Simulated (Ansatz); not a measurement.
Sn under changes of volume

One of the cells (27.205 Å³/atom); the others are scaled copies at fixed shape and fractional positions:

```
Sn
1.0
    -1.89465    1.89465    1.89465
     1.89465   -1.89465    1.89465
     1.89465    1.89465   -1.89465
Sn
1
Cartesian
  0.0000 0.0000 0.0000
```

This isn't the form of Sn at room conditions, which is tetragonal (white tin).

* Program: Ansatz 0.2.0
* Functional: r2SCAN
* Potentials or basis: Ansatz PAW
* Cutoff: 500 eV (not typed: the program's choice for these potentials)
* k mesh: 10 × 10 × 10
* Occupations: fermi-dirac, width 0.05 eV
* Spin: no spin polarisation

```tsv
volume (Å³/atom)	energy over the lowest point (meV/atom)	pressure (GPa)
25.573	?	?
26.117	2.29	1.3
26.661	0.00	0.2
27.205	1.10	-0.8
27.749	5.27	-1.6
28.293	12.24	-2.4
28.837	21.70	-3.1
```

Task: What does the run at 25.573 Å³/atom give?

Result: Energy over the lowest point 8.44 meV/atom; pressure 2.5 GPa.

Worked out: A Birch-Murnaghan fit of order 3 (a polynomial in V^(-2/3)) to the other rows has its minimum at 26.75 Å³/atom with B0 = V·E''(V) = 48 GPa and B' = 4.0. It gives 8.35 meV/atom at 25.573 Å³/atom, against the run's 8.44, and -dE/dV = 2.4 GPa, against 2.5.

Energies are extrapolated to zero smearing.

Caveats: the PAW data sets come from PBE, with cores solved anew for the run's functional, which leaves a small shift of forces and pressure.
